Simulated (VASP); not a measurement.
# InP (F-43m) in VASP: a series of runs, part 3 of 3

VASP 6.6.1.

### 4 Single point, LDA

This run uses another cell than the first one, of 22.17 Å³/atom, 1.143 times its volume.

Contents of INCAR:

```
ALGO = Normal
EDIFF = 1E-6
ENCUT = 520
GGA = CA
ISIF = 2
ISMEAR = -1
LASPH = True
LCHARG = False
LREAL = False
LWAVE = False
NBANDS = 16
NELM = 80
PREC = Accurate
SIGMA = 0.05
```

Contents of KPOINTS:

```
k-points
0
Gamma
  8 8 8
```

Contents of POSCAR:

```
InP
1.0
    0.0000000000      2.8092941699      2.8092941699
    2.8092941699      0.0000000000      2.8092941699
    2.8092941699      2.8092941699      0.0000000000
In P
1 1
Direct
    0.0000000000      0.0000000000      0.0000000000
    0.7500000000      0.7500000000      0.7500000000
```

Run with:

```console
$ cat potpaw_LDA.64/In_d/POTCAR potpaw_LDA.64/P/POTCAR > POTCAR
$ mpirun -np 1 vasp_std > vasp.out
```

Wall time 20 s (1 thread of Intel Xeon Platinum 8488C (Sapphire Rapids), shared host); peak memory 0.16 GiB.

Results (log left out):

```
Free energy            : -9.5252 eV
Pressure               : 10.0 GPa
Band gap on the k mesh : 1.19 eV, direct
```

Levels at points of the mesh, in eV from the valence-band top:
```csv
k point,band 7,band 8,band 9,band 10,band 11,band 12
"(0.00, 0.00, 0.00)",0.00,0.00,0.00,1.19,3.92,3.92
"(0.50, 0.00, 0.00)",-6.58,-1.20,-1.20,1.62,4.69,4.69
"(0.50, 0.50, 0.00)",-6.46,-2.83,-2.83,1.36,2.06,9.83
```

Caveat: spin-orbit coupling is left out, which moves the levels of the heavy elements.

### 5 Single point, LDA

This run uses another cell than the first one, of 23.27 Å³/atom, 1.200 times its volume.

Contents of INCAR:

```
PREC = Accurate ; ENCUT = 520
EDIFF = 1E-7 ; ISMEAR = -1
SIGMA = 0.05 ; LREAL = False
LASPH = True ; NELM = 60
ALGO = Normal ; ISIF = 2
LWAVE = False ; LCHARG = True
LELF = True ; LVHAR = True
NBANDS = 16
```

Contents of KPOINTS:

```
regular mesh
0
Gamma
  8 8 8
```

Contents of POSCAR:

```
InP
1.0
    0.0000000000      2.8548963375      2.8548963375
    2.8548963375      0.0000000000      2.8548963375
    2.8548963375      2.8548963375      0.0000000000
In P
1 1
Direct
    0.0000000000      0.0000000000      0.0000000000
    0.7500000000      0.7500000000      0.7500000000
```

Potentials or basis: VASP PAW LDA potentials, release 64 (In_d, P).

Run with:

```console
$ cat potpaw_LDA.64/In_d/POTCAR potpaw_LDA.64/P/POTCAR > POTCAR
$ mpirun -np 1 vasp_std > vasp.out
```

OUTCAR:

```text
PREC = Accurate
   ENCUT = 520
   EDIFF = 1E-7
   ISMEAR = -1
   LREAL = False
   LASPH = True
   NELM = 60
   ISIF = 2

 ion  position               nearest neighbor table
   1  0.000  0.000  0.000-   2 2.47   2 2.47   2 2.47   2 2.47
   2  0.750  0.750  0.750-   1 2.47   1 2.47   1 2.47   1 2.47

  LATTYP: Found a face centered cubic cell.
 ALAT       =     5.7097926750

  Lattice vectors:

 A1 = (   0.0000000000,   2.8548963375,   2.8548963375)
[... 641 lines left out ...]
------------------------ aborting loop because EDIFF is reached ----------------------------------------

  FORCE on cell =-STRESS in cart. coord.  units (eV):
  Direction    XX          YY          ZZ          XY          YZ          ZX
  --------------------------------------------------------------------------------------
  -------------------------------------------------------------------------------------
  Total        1.4545475      1.4545475      1.4545475      0.0000000      0.0000000      0.0000000
  in kB       50.0769016     50.0769016     50.0769016      0.0000000      0.0000000      0.0000000
  external PRESSURE =      50.0769016 kB  Pullay stress =       0.0000000 kB

 VOLUME and BASIS-vectors are now :
 -----------------------------------------------------------------------------
  energy-cutoff  :      520.00
  volume of cell :       46.54
      direct lattice vectors                 reciprocal lattice vectors
     0.000000000  2.854896338  2.854896338    -0.175137708  0.175137708  0.175137708
     2.854896338  0.000000000  2.854896338     0.175137708 -0.175137708  0.175137708
     2.854896338  2.854896338  0.000000000     0.175137708  0.175137708 -0.175137708

 POSITION                                       TOTAL-FORCE (eV/Angst)
 -----------------------------------------------------------------------------------
      0.00000      0.00000      0.00000         0.000000      0.000000      0.000000
      4.28234      4.28234      4.28234        -0.000000     -0.000000     -0.000000
 -----------------------------------------------------------------------------------
    total drift:                                0.000000      0.000000      0.000000

  FREE ENERGIE OF THE ION-ELECTRON SYSTEM (eV)
  ---------------------------------------------------
  free  energy   TOTEN  =        -9.6276355045 eV

  energy  without entropy=       -9.6276348438  energy(sigma->0) =       -9.62763517
```

OSZICAR:

```text
N       E                     dE             d eps       ncg     rms          rms(c)
DAV:   1     0.111952588403E+03    0.11195E+03   -0.85314E+03   928   0.130E+03
DAV:   2    -0.265898357002E+01   -0.11461E+03   -0.10909E+03  1064   0.301E+02
DAV:   3    -0.990793087006E+01   -0.72489E+01   -0.72215E+01  1176   0.744E+01
DAV:   4    -0.100976596388E+02   -0.18973E+00   -0.18968E+00  1192   0.130E+01
DAV:   5    -0.101085922284E+02   -0.10933E-01   -0.10932E-01  1360   0.269E+00    0.663E+00
DAV:   6    -0.968459715662E+01    0.42400E+00   -0.60071E-01  1504   0.138E+01    0.392E+00
DAV:   7    -0.963311174434E+01    0.51485E-01   -0.16442E-01  1400   0.355E+00    0.125E+00
DAV:   8    -0.962786715731E+01    0.52446E-02   -0.16308E-02  1160   0.149E+00    0.486E-01
DAV:   9    -0.962761937226E+01    0.24779E-03   -0.11396E-03  1272   0.328E-01    0.234E-01
DAV:  10    -0.962763870732E+01   -0.19335E-04   -0.19756E-04  1408   0.239E-01    0.118E-01
DAV:  11    -0.962763806877E+01    0.63855E-06   -0.53739E-05  1456   0.117E-01    0.703E-02
DAV:  12    -0.962763548043E+01    0.25883E-05   -0.62686E-06  1144   0.174E-02    0.129E-02
DAV:  13    -0.962763550454E+01   -0.24113E-07   -0.64499E-07  1240   0.459E-03
   1 F= -.96276355E+01 E0= -.96276352E+01  d E =-.660787E-06
```

stdout:

```text
POSCAR found type information on POSCAR InP
 POSCAR found :  2 types and       2 ions
 scaLAPACK will be used
 LDA part: xc-table for (Slater(with rela. corr.)+CA(PZ))
 , standard interpolation
 POSCAR, INCAR and KPOINTS ok, starting setup
 FFT: planning ... GRIDC
 FFT: planning ... GRID_SOFT
 FFT: planning ... GRID
 WAVECAR not read
 entering main loop
```

Wall time 30 s (1 thread of Intel Xeon Platinum 8488C (Sapphire Rapids), shared host); peak memory 0.16 GiB.

Results:

```
Free energy            : -9.6276 eV
Pressure               : 5.0 GPa
Band gap on the k mesh : 0.93 eV, direct
```

Caveat: spin-orbit coupling is left out, which moves the levels of the heavy elements.

### 6 Single point, LDA

This run uses another cell than the first one, of 24.08 Å³/atom, 1.242 times its volume.

Contents of INCAR:

```
ALGO = Normal
EDIFF = 1E-7
ENCUT = 520
GGA = CA
ISIF = 2
ISMEAR = -1
LASPH = T
LCHARG = F
LREAL = F
LWAVE = F
NBANDS = 16
NELM = 80
PREC = Accurate
SIGMA = 0.05
```

Contents of KPOINTS:

```
k-points
0
Gamma
  8 8 8
```

Contents of POSCAR:

```
InP
1.0
    0.0000000000      2.8878643270      2.8878643270
    2.8878643270      0.0000000000      2.8878643270
    2.8878643270      2.8878643270      0.0000000000
In P
1 1
Direct
    0.0000000000      0.0000000000      0.0000000000
    0.7500000000      0.7500000000      0.7500000000
```

Potentials or basis: VASP PAW LDA potentials, release 64 (In_d, P).

Run with:

```console
$ cat potpaw_LDA.64/In_d/POTCAR potpaw_LDA.64/P/POTCAR > POTCAR
$ mpirun -np 1 vasp_std > vasp.out
```

Run time: 26 s. Hardware: 1 thread of Intel Xeon Platinum 8488C (Sapphire Rapids), shared host; peak memory 0.15 GiB.

Results (log left out):

| Property | Result |
| --- | --- |
| Free energy | -9.6636 eV |
| Pressure | 2.0 GPa |
| Band gap on the k mesh | 0.75 eV, direct |

Levels at points of the mesh, in eV from the valence-band top:
```
           k point  band 7  band 8  band 9  band 10  band 11  band 12
(0.00, 0.00, 0.00)    0.00    0.00    0.00     0.75     3.96     3.96
(0.50, 0.00, 0.00)   -6.07   -1.06   -1.06     1.43     4.71     4.71
(0.50, 0.50, 0.00)   -6.06   -2.51   -2.51     1.52     2.12     9.27
```

Caveat: spin-orbit coupling is left out, which moves the levels of the heavy elements.

### 7 The runs side by side

| cell | gap on the mesh (eV) | pressure (GPa) |
| --- | --- | --- |
| a = 3.800 Å, angles 60.0°, 2 atoms | 1.06 | 30.0 |
| a = 3.874 Å, angles 60.0°, 2 atoms | 1.20 | 20.0 |
| a = 3.973 Å, angles 60.0°, 2 atoms | 1.19 | 10.0 |
| a = 4.037 Å, angles 60.0°, 2 atoms | 0.93 | 5.0 |
| a = 4.084 Å, angles 60.0°, 2 atoms | 0.75 | 2.0 |

Alike in all rows: task single point; level LDA; potentials or basis VASP PAW LDA potentials, release 64 (In_d, P); no spin polarisation; k mesh 8 × 8 × 8; cutoff (eV) 520; smearing fermi-dirac 0.05 eV.

Caveats: spin-orbit coupling is left out, which moves the levels of the heavy elements.

Total energies depend on the potentials used, so only differences within one code and one set of settings carry meaning.

### 8 How close it comes

Step 6. A measured gap of InP is 1.4236 eV (direct; 1.6 K; a printed reference work, data compilation); the calculated 0.75 eV misses it by -0.68 eV. Spin-orbit coupling on In is left out. The value is that of LDA, without temperature or zero-point motion. Semilocal functionals fall short of measured gaps as a rule.
